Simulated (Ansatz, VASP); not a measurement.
Two plane-wave programs on CdSe

```xyz
2
Lattice="0.0000 3.0984 3.0984 3.0984 0.0000 3.0984 3.0984 3.0984 0.0000" Properties=species:S:1:pos:R:3 pbc="T T T"
Cd    0.0000    0.0000    0.0000
Se    4.6476    4.6476    4.6476
```

Alike in both runs: functional PBE; k mesh 10 × 10 × 10; occupations gaussian, width 0.02 eV; no spin polarisation.

Ansatz relaxed the structure, and its values are those at the end. VASP's run is a single point on that final structure, the one shown.

|  | VASP | Ansatz |
| --- | --- | --- |
| version | VASP 6.6.1 | Ansatz 0.2.0 |
| potentials or method | VASP PAW PBE potentials, release 64 (Cd, Se) | scalar-relativistic, plane waves, PAW |
| plane-wave cutoff (eV) | 520 | 420 |
| valence electrons in the cell | 18 | 36 |

Ansatz gave:

- gap on the k mesh at the Fermi level (eV): 0.49
- least direct gap on the mesh (eV): 0.49
- pressure (GPa): 0.0

Problem. Which values does VASP return?

Solution. gap on the k mesh at the Fermi level (eV): 0.49; least direct gap on the mesh (eV): 0.49; pressure (GPa): 0.2.

The two sets of potentials don't hold the same shells in valence.

A hybrid or GW would open this gap; PBE tends to underestimate it.
